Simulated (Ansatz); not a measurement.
# 8 CO in a periodic box: molecular dynamics

Purpose: to see how the packed molecules move, order and perhaps react. The start is relaxed first. Runs: 40 steps of 1 fs under a Langevin thermostat at 1500 K; 60 steps of 1 fs at constant energy, with velocities drawn for 1500 K. The molecules were packed at random to 0.802 g/cm³.

Method: DFT r2SCAN+D3(BJ), plane waves, PAW, scalar-relativistic, no spin polarisation, in Ansatz 0.2.0.

**1. Starting point**

The cell holds 16 atoms (C8O8): a = 7.742 Å, b = 7.742 Å, c = 7.742 Å, α = 90.00°, β = 90.00°, γ = 90.00°.

Structure file:

```xyz
16
Lattice="7.7418 0.0000 0.0000 0.0000 7.7418 0.0000 0.0000 0.0000 7.7418" Properties=species:S:1:pos:R:3 pbc="T T T"
O     6.1686    5.8427    4.3133
C     6.9469    5.6409    3.4905
O     6.8866    4.1973    6.9091
C     7.1941    5.3054    6.8784
O     1.6450    7.2166    4.5578
C     2.3501    6.3630    4.8700
O     0.7569    1.1024    1.7727
C     0.3882    0.3316    1.0025
O     1.6769    3.4782    2.0583
C     1.0013    3.2470    2.9602
O     5.3623    3.1648    1.9397
C     5.5574    2.8216    0.8593
O     5.1814    7.1973    7.3657
C     4.6342    7.5706    6.4253
O     6.5580    2.6556    3.9640
C     5.7539    2.4439    4.7589
```

**2. Relaxing the start**

Contents of input.yaml:

```yaml
accuracy: low
crystal:
  lattice:
    - [7.741753, 0.0, 0.0]
    - [0.0, 7.741753, 0.0]
    - [0.0, 0.0, 7.741753]
  atoms:
    - { symbol: O, position: [0.7968003, 0.7546981, 0.5571447] }
    - { symbol: C, position: [0.8973254, 0.7286339, 0.4508711] }
    - { symbol: O, position: [0.8895373, 0.5421698, 0.8924402] }
    - { symbol: C, position: [0.9292605, 0.6852959, 0.8884797] }
    - { symbol: O, position: [0.2124788, 0.9321677, 0.5887331] }
    - { symbol: C, position: [0.3035581, 0.8219086, 0.6290592] }
    - { symbol: O, position: [0.0977648, 0.1424031, 0.2289802] }
    - { symbol: C, position: [0.0501419, 0.0428385, 0.1294932] }
    - { symbol: O, position: [0.2166022, 0.449284, 0.2658666] }
    - { symbol: C, position: [0.1293398, 0.4194153, 0.3823648] }
    - { symbol: O, position: [0.6926526, 0.4087997, 0.250555] }
    - { symbol: C, position: [0.717847, 0.3644609, 0.1109913] }
    - { symbol: O, position: [0.669286, 0.9296753, 0.9514314] }
    - { symbol: C, position: [0.5985969, 0.9778884, 0.8299519] }
    - { symbol: O, position: [0.8470976, 0.3430198, 0.5120253] }
    - { symbol: C, position: [0.7432328, 0.3156805, 0.6147062] }
basis:
  ecutwfc: 500.0
kpoints:
  mp_grid: { grid: [1, 1, 1] }
hamiltonian:
  xc: r2scan
  dispersion: d3bj
scf:
  occupations: { method: fermi_dirac, width: 0.05 }
  lower_state_search: "off"
relax:
  f_tol: 0.3
  max_steps: 15
  adjacent_minimum: "off"
```

Started as:

```console
$ ansatz run input.yaml --threads 1 --pin off --max-ram 3072MiB --backend cpu --events-out ev --progress --plain --runs-dir out
```

The program printed, shortened:

```text
Warning: the engine holds no damping parameters fitted to this dispersion correction and functional, so the run takes those fitted to r2scan beside the three-body term, which d3bj leaves out (hamiltonian.dispersion, under Limitations)
settings of this run that can trade accuracy for cost: accuracy: low. Do not mix this run's numbers with those of runs without the same settings; the input reference describes each key
Warning: RAYON_NUM_THREADS=1 ignored (pool sized by the plan → 1); use --threads N
[...]
Pseudopotentials: kind: paw
Pseudopotential: O, paw, valence charge 6, recommended cutoff 500 eV (meta_gga), O.paw.azcp
Pseudopotential: C, paw, valence charge 4, recommended cutoff 500 eV (meta_gga), C.paw.azcp
Functional definition: r2SCAN
[...]
Crystal: 16 atoms, lattice volume = 464.000 Å³
Basis set: ecut = 500 eV, 11753 PW (Γ), exchange–correlation on 180×180×180 points (27 copies of the dense FFT grid, shifted against one another)
Bands: 56, of which v1, the nominal top of the filled ones, is band 40 counted from 1 (39 counted from 0)
Symmetry: 1 space group operations
Space group: P1 (ITA 1), of the structure as read, at distance tolerance 7.7e-5 Å
k-points: 1
[...]
SCF iter   1: F=-6545.723964 eV  HF=-6545.714709 eV  |F-HF|=9.26e-3  |Δ(HF+E_count)|=         —  Δρ=6.05e-3  dr2=1.50e-1  dr2_τ=2.26e0  ethr=1.77e-3  ⟨swp⟩=8.0  Hψ=253  notcnv=0
[...]
relax step   1: F+E_penalty+E_count = -6545.79256718 eV  Δ(F+E_penalty+E_count) = +0.000e0 eV  max|allowed force component| = 3.007e0 eV/Å  Δτ_max = 0.0000 Å  (7 SCF iters, dr2 threshold 1.00e-4 eV, accepted)
[...]
relax step   5: F+E_penalty+E_count = -6547.06868847 eV  Δ(F+E_penalty+E_count) = -1.332e-1 eV  max|allowed force component| = 6.156e-1 eV/Å  Δτ_max = 0.2000 Å  (7 SCF iters, dr2 threshold 1.00e-4 eV, accepted)
[...]
relax step   6: F+E_penalty+E_count = -6547.13989839 eV  Δ(F+E_penalty+E_count) = -7.121e-2 eV  max|allowed force component| = 2.787e-1 eV/Å  Δτ_max = 0.2000 Å  (11 SCF iters, accepted)
```

**3. More of the same log: start relaxed**

Output, continued, shortened:

```text
[...]
relax step   7: F+E_penalty+E_count = -6547.04773141 eV  Δ(F+E_penalty+E_count) = +9.217e-2 eV  max|allowed force component| = 2.507e0 eV/Å  Δτ_max = 0.1963 Å  (10 SCF iters, rejected (line search))
[...]
relax step   9: F+E_penalty+E_count = -6547.17757004 eV  Δ(F+E_penalty+E_count) = -2.085e-2 eV  max|allowed force component| = 3.156e-1 eV/Å  Δτ_max = 0.1000 Å  (6 SCF iters, dr2 threshold 1.00e-4 eV, accepted)
[...]
relax step  11: F+E_penalty+E_count = -6547.21322814 eV  Δ(F+E_penalty+E_count) = -3.124e-2 eV  max|allowed force component| = 1.062e-1 eV/Å  Δτ_max = 0.2000 Å  (7 SCF iters, dr2 threshold 1.00e-4 eV, accepted)
[...]
relax step  13: F+E_penalty+E_count = -6547.13579335 eV  Δ(F+E_penalty+E_count) = +7.746e-2 eV  max|allowed force component| = 3.676e0 eV/Å  Δτ_max = 0.1951 Å  (11 SCF iters, rejected (line search))
[...]
    - { symbol: C, position: [0.015623763902328445, 0.08422779548149856, 0.03861228299713686] }
    - { symbol: O, position: [0.25800986030215306, 0.4819906415804436, 0.30718532619978034] }
    - { symbol: C, position: [0.16017346442651537, 0.4853517749066891, 0.4147671979967263] }
    - { symbol: O, position: [0.6818792681165782, 0.4409538706606019, 0.2057013665711913] }
    - { symbol: C, position: [0.645941053180311, 0.30876550927086566, 0.1567498844068572] }
    - { symbol: O, position: [0.644221954080841, 0.8196398595342738, 0.9913150793835831] }
    - { symbol: C, position: [0.5826006175251511, 0.9085897928723434, 0.8940194464542641] }
    - { symbol: O, position: [0.78504563082518, 0.2239767565150729, 0.5814683494035279] }
    - { symbol: C, position: [0.7084393457381529, 0.31041493175419177, 0.6700053789615035] }
settings of this run that can trade accuracy for cost: accuracy: low. Do not mix this run's numbers with those of runs without the same settings; the input reference describes each key
```

Wall time 5.5 min (1 thread of Arm Neoverse V1, shared host); peak memory 0.83 GiB.

The steps of the relaxation:

```csv
step,energy from step 1 (eV/cell),largest force component (eV/Å)
1,0.0000,3.0066
2,-0.7567,1.7183
3,-0.9797,2.9477
4,-1.1429,1.8077
5,-1.2761,0.6156
6,-1.3473,0.2787
7x,-1.2552,2.5071
8,-1.3642,0.7489
9,-1.3850,0.3156
10,-1.3894,1.3042
11,-1.4207,0.1062
12,-1.4207,0.1065
13x,-1.3432,3.6761
14,-1.4247,0.8202
15,-1.4313,0.6726
16,-1.4440,0.0203
```

Step 1 is the start. Step 12 solves the same geometry again. 2 steps were tried and not accepted (marked x).

Largest move: C4, 1.24 Å.

**4. Run 1**

40 steps of 1 fs under a Langevin thermostat at 1500 K, from the relaxed start.

Contents of input.yaml:

```yaml
accuracy: low
crystal:
  lattice:
    - [7.741753, 0.0, 0.0]
    - [0.0, 7.741753, 0.0]
    - [0.0, 0.0, 7.741753]
  atoms:
    - { symbol: O, position: [0.77716208, 0.75802965, 0.52779136] }
    - { symbol: C, position: [0.85075545, 0.80156734, 0.41008639] }
    - { symbol: O, position: [0.99873935, 0.52751185, 0.93019067] }
    - { symbol: C, position: [1.08083593, 0.63524338, 0.87691894] }
    - { symbol: O, position: [0.21801077, 1.03433039, 0.59504254] }
    - { symbol: C, position: [0.28202876, 0.91960132, 0.53253758] }
    - { symbol: O, position: [0.10205469, 0.11814463, 0.15070211] }
    - { symbol: C, position: [0.01562376, 0.0842278, 0.03861228] }
    - { symbol: O, position: [0.25800986, 0.48199064, 0.30718533] }
    - { symbol: C, position: [0.16017346, 0.48535177, 0.4147672] }
    - { symbol: O, position: [0.68187927, 0.44095387, 0.20570137] }
    - { symbol: C, position: [0.64594105, 0.30876551, 0.15674988] }
    - { symbol: O, position: [0.64422195, 0.81963986, 0.99131508] }
    - { symbol: C, position: [0.58260062, 0.90858979, 0.89401945] }
    - { symbol: O, position: [0.78504563, 0.22397676, 0.58146835] }
    - { symbol: C, position: [0.70843935, 0.31041493, 0.67000538] }
basis:
  ecutwfc: 500.0
kpoints:
  mp_grid: { grid: [1, 1, 1] }
hamiltonian:
  xc: r2scan
  dispersion: d3bj
scf:
  occupations: { method: fermi_dirac, width: 0.05 }
  lower_state_search: "off"
md:
  timestep: 1
  n_steps: 40
  ensemble: nvt_langevin
  temperature: 1500.0
  initial_velocities: maxwell_boltzmann
  seed: 639874
  friction: 0.02
```

Started as:

```console
$ ansatz run input.yaml --threads 1 --pin off --max-ram 3072MiB --backend cpu --events-out ev --progress --plain --runs-dir out
```

The program printed, shortened:

```text
Warning: md: disabling space-group detection — thermal motion breaks the input geometry's symmetry, so no spatial operation reduces the k-mesh or symmetrises the density; time reversal is kept, so that k and −k are solved as one point where they differ and the mesh holds both, and exact [...]
Warning: the engine holds no damping parameters fitted to this dispersion correction and functional, so the run takes those fitted to r2scan beside the three-body term, which d3bj leaves out (hamiltonian.dispersion, under Limitations)
settings of this run that can trade accuracy for cost: accuracy: low. Do not mix this run's numbers with those of runs without the same settings; the input reference describes each key
Warning: RAYON_NUM_THREADS=1 ignored (pool sized by the plan → 1); use --threads N
[...]
[... 4 set-up lines as earlier in the session ...]
[...]
Crystal: 16 atoms, lattice volume = 464.000 Å³
Basis set: ecut = 500 eV, 11753 PW (Γ), exchange–correlation on 180×180×180 points (27 copies of the dense FFT grid, shifted against one another)
Bands: 56, of which v1, the nominal top of the filled ones, is band 40 counted from 1 (39 counted from 0)
[... 1 set-up line as earlier in the session ...]
k-points: 1
[...]
SCF iter   1: F=-6547.195784 eV  HF=-6547.142603 eV  |F-HF|=5.32e-2  |Δ(HF+E_count)|=         —  Δρ=5.53e-3  dr2=9.25e-2  dr2_τ=2.62e0  ethr=1.77e-3  ⟨swp⟩=7.0  Hψ=256  notcnv=0
[...]
md step     0: t =     0.00 fs  T =  1406.3 K  F+E_penalty+E_count = -6547.23655687 eV  E_kin = 2.908350 eV  (10 SCF iters)
[...]
md step     3: t =     3.00 fs  T =  1115.0 K  F+E_penalty+E_count = -6546.82757793 eV  E_kin = 2.306089 eV  (10 SCF iters)
[...]
md step     6: t =     6.00 fs  T =  1113.9 K  F+E_penalty+E_count = -6547.05217042 eV  E_kin = 2.303647 eV  (8 SCF iters)
[...]
md step     9: t =     9.00 fs  T =   940.3 K  F+E_penalty+E_count = -6546.94963435 eV  E_kin = 1.944779 eV  (7 SCF iters)
[...]
md step    12: t =    12.00 fs  T =   987.4 K  F+E_penalty+E_count = -6546.72347446 eV  E_kin = 2.042192 eV  (8 SCF iters)
[...]
md step    13: t =    13.00 fs  T =  1076.9 K  F+E_penalty+E_count = -6546.86766703 eV  E_kin = 2.227297 eV  (7 SCF iters)
```

**5. More of the same log: dynamics from the start**

The log, continued, shortened:

```text
[...]
md step    14: t =    14.00 fs  T =  1334.1 K  F+E_penalty+E_count = -6547.04577295 eV  E_kin = 2.759164 eV  (7 SCF iters)
[...]
md step    20: t =    20.00 fs  T =  1432.7 K  F+E_penalty+E_count = -6546.69331634 eV  E_kin = 2.963104 eV  (10 SCF iters)
[...]
md step    26: t =    26.00 fs  T =  1387.2 K  F+E_penalty+E_count = -6546.29685067 eV  E_kin = 2.868911 eV  (8 SCF iters)
[...]
md step    32: t =    32.00 fs  T =  1621.5 K  F+E_penalty+E_count = -6546.49410475 eV  E_kin = 3.353555 eV  (9 SCF iters)
[...]
md step    38: t =    38.00 fs  T =  1809.2 K  F+E_penalty+E_count = -6546.73921155 eV  E_kin = 3.741637 eV  (8 SCF iters)
[...]
md step    39: t =    39.00 fs  T =  1686.2 K  F+E_penalty+E_count = -6546.53285702 eV  E_kin = 3.487304 eV  (8 SCF iters)
[...]
SCF converged after 2 iterations
Free energy (F): -6546.246530 eV
[...]
E sigma→0 (E₀):  -6546.246530 eV
Fermi energy:    -2.428086 eV
[...]
--- Forces (eV/Å), atoms counted from 1 ---
  atom   1  O      0.55726525     1.05591460    -0.87120426
  atom   2  C     -0.85519361    -0.81287225     0.93027815
  atom   3  O      3.32125937     1.81658210    -2.32218688
  atom   4  C     -3.21436088    -1.84795856     2.28506058
  atom   5  O     -0.46745638    -4.41697862    -0.43659221
  atom   6  C      0.45342161     4.47382155     0.33496209
  atom   7  O     -5.29047038    -0.60964441    -5.47434272
  atom   8  C      5.47654315     0.74689933     5.44172179
[...]
--- MD trajectory: 40 steps, t = 0.0 → 40.0 fs ---
  final state: T = 1471.3 K   F+E_penalty+E_count = -6546.24652971 eV   E_kin = 3.042862 eV
settings of this run that can trade accuracy for cost: accuracy: low. Do not mix this run's numbers with those of runs without the same settings; the input reference describes each key
```

It took 14 min on 1 thread of Arm Neoverse V1, shared host; peak memory 0.84 GiB.

**6. The trajectory**

One step in 2; energies are changes from step 0; msd is the mean square displacement from the start, the centre of mass held:

```csv
time (fs),T (K),potential energy change (meV/atom),msd O (Å²),msd C (Å²)
0.0,1406,0.0,0.000,0.000
2.0,1288,15.5,0.001,0.001
4.0,1129,28.2,0.003,0.004
6.0,1114,11.5,0.007,0.007
8.0,1112,7.3,0.011,0.011
10.0,972,29.6,0.017,0.016
12.0,987,32.1,0.024,0.021
14.0,1334,11.9,0.032,0.028
16.0,1445,9.0,0.042,0.038
18.0,1377,34.6,0.054,0.048
20.0,1433,34.0,0.069,0.060
22.0,1517,10.9,0.084,0.072
24.0,1434,24.8,0.100,0.087
26.0,1387,58.7,0.117,0.104
28.0,1494,36.1,0.135,0.123
30.0,1718,11.4,0.152,0.144
32.0,1622,46.4,0.174,0.165
34.0,1461,70.1,0.199,0.185
36.0,1647,42.5,0.223,0.206
38.0,1809,31.1,0.247,0.228
40.0,1471,61.9,0.272,0.249
```

time (fs), T (K) and a bar:
```
      0.0       1406 ################
      2.0       1288 ############
      3.0       1115 ######
      5.0       1047 ####
      7.0       1122 ######
      9.0        940 
     10.0        972 #
     12.0        987 ##
     14.0       1334 ##############
     16.0       1445 #################
     17.0       1376 ###############
     19.0       1442 #################
     21.0       1458 ##################
     23.0       1599 #######################
     24.0       1434 #################
     26.0       1387 ###############
     28.0       1494 ###################
     30.0       1718 ###########################
     31.0       1619 #######################
     33.0       1513 ####################
     35.0       1560 #####################
     37.0       1752 ############################
     38.0       1809 ##############################
     40.0       1471 ##################
```

Pair distribution over the second half of the run:

```csv
r (Å),g O–O,g O–C,g C–C
0.68,0.00,0.00,0.00
0.84,0.00,0.00,0.00
1.00,0.00,4.49,0.00
1.16,0.00,17.99,0.00
1.32,0.00,0.11,0.00
1.48,0.00,0.00,0.00
1.64,0.00,0.00,0.00
1.80,0.00,0.00,0.00
1.96,0.00,0.00,0.00
2.12,0.00,0.00,0.00
2.28,0.00,0.00,0.00
2.44,0.00,0.00,0.00
2.60,0.00,0.00,0.00
2.76,0.25,0.00,0.00
2.92,0.55,0.17,0.34
3.08,0.55,0.46,0.44
3.24,0.84,0.61,0.33
3.40,0.73,0.73,1.34
3.56,1.48,2.16,2.81
3.72,2.13,0.83,1.65
```

First peaks of g(r) (not always the tallest), and, where a minimum follows, the mean number of second-named atoms round a first-named one up to the next minimum:

```csv
pair,peak (Å),height,minimum (Å),neighbours
O–C,1.16,18.0,1.40,1.0
```

**7. Snapshots as a file**

Positions (Å) and forces (eV/Å):

```xyz
16
Lattice="7.742 0.000 0.000 0.000 7.742 0.000 0.000 0.000 7.742" Properties=species:S:1:pos:R:3:forces:R:3 pbc="T T T" time_fs=7.0 T=1122 dE=0.0782
O     6.047    5.803    4.047   -0.381   -0.259    0.562
C     6.616    6.219    3.176    0.363    0.270   -0.561
O     7.681    4.031    7.207    0.530    0.705   -0.440
C     8.278    4.856    6.707   -0.511   -0.692    0.445
O     1.784    8.083    4.639    0.449   -1.075   -0.504
C     2.187    7.119    4.189   -0.457    1.092    0.492
O     0.810    0.831    1.177   -0.134   -0.038   -0.168
C     0.108    0.611    0.322    0.162    0.052    0.151
O     1.990    3.698    2.427   -1.242    0.149    1.301
C     1.201    3.793    3.247    1.248   -0.170   -1.305
O     5.282    3.426    1.506   -0.620   -2.450   -0.634
C     5.008    2.348    1.218    0.607    2.448    0.647
O     5.072    6.390    7.655   -0.550    0.709   -0.940
C     4.601    7.029    6.841    0.534   -0.731    0.951
O     6.003    1.802    4.571   -0.554    0.595    0.538
C     5.358    2.492    5.200    0.555   -0.605   -0.534
16
Lattice="7.742 0.000 0.000 0.000 7.742 0.000 0.000 0.000 7.742" Properties=species:S:1:pos:R:3:forces:R:3 pbc="T T T" time_fs=13.0 T=1077 dE=0.3689
O     6.070    5.756    4.020   -0.680   -0.476    0.975
C     6.649    6.184    3.167    0.652    0.498   -0.976
O     7.653    4.040    7.214    0.356    0.450   -0.350
C     8.230    4.836    6.652   -0.332   -0.436    0.359
O     1.862    8.122    4.668    0.834   -2.721   -1.162
C     2.178    7.101    4.231   -0.843    2.739    1.141
O     0.831    0.763    1.159   -3.036   -0.841   -3.376
C     0.061    0.547    0.303    3.089    0.873    3.362
O     1.958    3.654    2.454   -0.221    0.060    0.252
C     1.182    3.814    3.259    0.238   -0.099   -0.262
O     5.271    3.412    1.429    1.128    4.510    0.832
C     5.007    2.369    1.242   -1.147   -4.515   -0.820
O     5.119    6.451    7.632    2.379   -2.549    4.141
C     4.636    6.954    6.798   -2.416    2.520   -4.125
O     5.918    1.858    4.606    0.473   -0.517   -0.411
C     5.269    2.580    5.164   -0.473    0.502    0.421
16
Lattice="7.742 0.000 0.000 0.000 7.742 0.000 0.000 0.000 7.742" Properties=species:S:1:pos:R:3:forces:R:3 pbc="T T T" time_fs=20.0 T=1433 dE=0.5432
O     6.091    5.689    3.961    0.801    0.717   -1.179
C     6.686    6.180    3.121   -0.852   -0.676    1.186
O     7.612    4.085    7.205   -0.481   -0.664    0.467
C     8.211    4.823    6.615    0.517    0.682   -0.461
O     1.985    8.130    4.712   -0.830    3.816    1.416
C     2.201    7.122    4.340    0.804   -3.804   -1.471
O     0.800    0.652    1.102    3.392    0.574    3.434
C     0.038    0.524    0.331   -3.313   -0.518   -3.456
O     1.928    3.607    2.516    2.849   -0.800   -2.567
C     1.134    3.836    3.238   -2.810    0.740    2.551
O     5.296    3.433    1.338   -1.077   -3.941   -0.290
C     4.993    2.312    1.244    1.035    3.938    0.315
O     5.198    6.430    7.637   -2.763    2.096   -4.701
C     4.645    6.870    6.686    2.728   -2.140    4.739
O     5.792    1.934    4.614   -0.532    0.628    0.394
C     5.122    2.700    5.114    0.532   -0.647   -0.377
16
Lattice="7.742 0.000 0.000 0.000 7.742 0.000 0.000 0.000 7.742" Properties=species:S:1:pos:R:3:forces:R:3 pbc="T T T" time_fs=27.0 T=1394 dE=0.8739
O     6.106    5.618    3.903    1.123    1.104   -1.525
C     6.721    6.164    3.106   -1.221   -1.027    1.534
O     7.551    4.118    7.193    0.036   -0.049   -0.039
C     8.215    4.788    6.576    0.019    0.060    0.034
O     2.083    8.155    4.771    0.591   -4.855   -1.510
C     2.224    7.040    4.421   -0.616    4.879    1.452
O     0.790    0.576    1.095   -3.247   -0.514   -3.178
C    -0.041    0.439    0.282    3.372    0.599    3.152
O     1.915    3.545    2.530   -3.329    1.256    2.663
C     1.036    3.868    3.230    3.429   -1.361   -2.691
O     5.305    3.414    1.220    1.300    5.261    0.006
C     5.034    2.361    1.231   -1.365   -5.276    0.036
O     5.218    6.424    7.586    3.849   -2.388    7.174
C     4.725    6.714    6.682   -3.931    2.339   -7.140
O     5.660    2.028    4.645    2.628   -2.961   -1.590
C     4.987    2.792    5.050   -2.638    2.933    1.620
16
Lattice="7.742 0.000 0.000 0.000 7.742 0.000 0.000 0.000 7.742" Properties=species:S:1:pos:R:3:forces:R:3 pbc="T T T" time_fs=33.0 T=1513 dE=1.0497
O     6.136    5.540    3.846   -0.964   -0.796    1.130
C     6.715    6.126    3.097    0.811    0.938   -1.113
O     7.491    4.159    7.161   -0.491   -0.501    0.368
C     8.236    4.764    6.582    0.570    0.496   -0.385
O     2.152    8.140    4.768   -0.174    4.758    1.039
C     2.187    7.072    4.543    0.140   -4.729   -1.135
O     0.723    0.478    1.041    7.120    1.201    7.144
C    -0.021    0.353    0.296   -6.970   -1.093   -7.172
O     1.856    3.513    2.593    2.567   -1.101   -1.643
C     0.988    3.900    3.151   -2.405    0.946    1.614
O     5.306    3.460    1.134   -1.101   -4.581    0.471
C     5.048    2.322    1.232    1.005    4.551   -0.403
O     5.261    6.393    7.627   -3.117    1.204   -5.965
C     4.730    6.621    6.578    3.019   -1.259    6.013
O     5.563    2.059    4.645   -1.924    2.301    1.011
C     4.855    2.894    5.017    1.913   -2.333   -0.975
16
Lattice="7.742 0.000 0.000 0.000 7.742 0.000 0.000 0.000 7.742" Properties=species:S:1:pos:R:3:forces:R:3 pbc="T T T" time_fs=40.0 T=1471 dE=0.9900
O     6.146    5.407    3.769    0.557    1.056   -0.871
C     6.707    6.108    3.068   -0.855   -0.813    0.930
O     7.403    4.210    7.161    3.321    1.817   -2.322
C     8.272    4.707    6.557   -3.214   -1.848    2.285
O     2.238    8.191    4.779   -0.468   -4.417   -0.437
C     2.122    7.033    4.655    0.453    4.474    0.335
O     0.745    0.370    1.077   -5.290   -0.610   -5.474
C    -0.096    0.269    0.211    5.476    0.747    5.442
O     1.863    3.431    2.636   -2.196    1.291    0.886
C     0.920    3.967    3.020    2.508   -1.539   -0.947
O     5.287    3.441    1.054    0.300    1.634   -0.173
C     5.019    2.376    1.236   -0.421   -1.687    0.252
O     5.216    6.383    7.575    1.863   -0.711    4.603
C     4.788    6.519    6.582   -2.010    0.660   -4.569
O     5.450    2.153    4.611    0.932   -1.038   -0.441
C     4.756    2.961    4.941   -0.959    0.985    0.501
```

On run 1: Against a set 1500 K the second half averages 1553 K with a spread of 124 K (in equilibrium 16 atoms would scatter by about 306 K, over a far longer run). Over the second half O atoms stand 0.4 Å (root mean square) from where they began, and the farthest move is 0.9 Å.

(Part 1 of 2 ends here.)
